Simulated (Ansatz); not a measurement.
A (100) slab of AlN (P6_3mc (No. 186)), 10 planes, outer planes AlN (top) and AlN (bottom), with 20 atoms (Al10N10) in a surface cell of A = 15.517 Å², as cut from the bulk:

```xyz
20
Lattice="3.1137 0.0000 0.0000 0.0000 4.9834 0.0000 0.0000 0.0000 26.6850" Properties=species:S:1:pos:R:3 pbc="T T T"
Al    0.0000    4.9759    7.5000
N     0.0000    3.0723    7.5000
Al    1.5568    2.4842    8.3988
N     1.5568    0.5806    8.3988
Al    1.5568    4.9759   10.1965
N     1.5568    3.0723   10.1965
Al    0.0000    2.4842   11.0954
N     0.0000    0.5806   11.0954
Al    0.0000    4.9759   12.8931
N     0.0000    3.0723   12.8931
Al    1.5568    2.4842   13.7919
N     1.5568    0.5806   13.7919
Al    1.5568    4.9759   15.5896
N     1.5568    3.0723   15.5896
Al    0.0000    2.4842   16.4885
N     0.0000    0.5806   16.4885
Al    0.0000    4.9759   18.2861
N     0.0000    3.0723   18.2861
Al    1.5568    2.4842   19.1850
N     1.5568    0.5806   19.1850
```

Theory: Ansatz 0.2.0, DFT PBEsol, scalar-relativistic, plane waves, PAW. Plane waves to 420 eV, a k mesh through Γ of 9×6×1 on the computed 20-atom cell and Gaussian smearing (0.05 eV); no spin polarisation.

Against the same 20 atoms in the bulk, the slab as cut lies 5.482 eV higher and the relaxed slab 4.488 eV higher.

(1) Work out the surface energy before and after relaxation.

(2) What is the ideal work of this cut, per area?

Results:

(1) The slab has two faces, so γ = (E_slab − N·E_bulk)/(2A), the mean of both. As cut: 5.482/(2 × 15.517) = 0.1766 eV/Å², and 1 eV/Å² = 16.02 J/m², so γ = 2.83 J/m². Relaxed: 4.488/(2 × 15.517) = 0.1446 eV/Å² = 2.32 J/m². Relaxation recovers 18 % of the cost of cutting.

(2) Griffith's ideal work is 2γ: 5.66 J/m² if the new faces stay rigid, 4.63 J/m² if they relax. Other cuts parallel to this plane can cost less. One thickness was run, 10 planes, so γ can still shift with it.

The cut passes through the wide gap between planes and breaks one Al–N bond per surface atom, leaving each threefold coordinated; a cut through the narrow gap would break twice as many. Each face carries Al and N in equal number and is non-polar, and the screw axis along c makes the two faces equivalent, so the mean γ is also the energy of each unrelaxed face.

The cost of cutting reflects the strong, partly ionic Al–N bond. The 18 % recovered by relaxation probably comes from the rehybridisation typical of such faces: charge passes from the Al dangling bond to the more electronegative N, Al sinks towards a planar arrangement with its N neighbours, and N keeps a filled lone pair. Broken bonds are thus stabilised, not re-formed, which fits with most of the cost remaining.

For slow, reversible cleavage the relaxed work is the relevant one. It is a thermodynamic lower bound for fracture along this cut, and a measured toughness would also contain lattice trapping and any plastic work.
